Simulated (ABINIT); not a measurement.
Wanted: the native input for an ABINIT 10.8.3 (patched build) run.

| Property | Result |
| --- | --- |
| Task | single point |
| Functional | LDA |
| Potentials or basis | JTH PAW LDA v2.0 |
| Cutoff | 544 eV |
| k mesh | 5 × 5 × 5 |
| Occupations | fermi-dirac, width 0.05 eV |
| Spin | no spin polarisation |
| Fine-grid cutoff | 1088.46 eV |

Crystal: C.

```
C
1.0
     0.00000    1.78337    1.78337
     1.78337    0.00000    1.78337
     1.78337    1.78337    0.00000
C
2
Direct
  0.75000 0.75000 0.75000
  0.50000 0.50000 0.50000
```

This isn't the form of C at room conditions, which is graphite.

These files were run (other wordings do the same):

run.abi

```
# Pseudopotentials
pp_dirpath "./"
pseudos "C.LDA_PW-JTH.xml"

# Structure
acell 3*1.0
rprim
     0.0000000000     3.3700808789     3.3700808789
     3.3700808789     0.0000000000     3.3700808789
     3.3700808789     3.3700808789     0.0000000000
ntypat 1
znucl 6
natom 2
typat 1 1
xcart
     5.0551213183     5.0551213183     5.0551213183
     3.3700808789     3.3700808789     3.3700808789

# Plane-wave basis
ecut 544.227725 eV
pawecutdg 40.0

# k points
kptopt 1
ngkpt 5 5 5
nshiftk 1
shiftk 0.0 0.0 0.0

# Exchange and correlation
ixc 7

# Bands and occupations
nband 8
occopt 3
tsmear 0.00183747

# SCF cycle
nstep 100
tolvrs 1.0e-9

# Output
iomode 3
prtwf 0
prtden 0
prteig 0
prtebands 0
```

Potentials or basis: JTH PAW LDA v2.0.

Run with:

```sh
$ abinit run.abi > log 2>&1
```

Results of the run:

| Quantity | Value |
| --- | --- |
| Pressure | -13.5 GPa |
| Band gap on the k mesh | 4.13 eV, indirect (least direct gap 5.54 eV) |

Caveat: the k mesh is coarse (spacing up to 0.61 Å⁻¹), so the values aren't converged; an odd mesh through Γ misses points on the zone boundary, where band edges often lie; the atomic spheres overlap.

Run time: 1.1 s on 1 thread of Arm Neoverse V1, with other jobs on the host, peak memory 0.11 GiB.
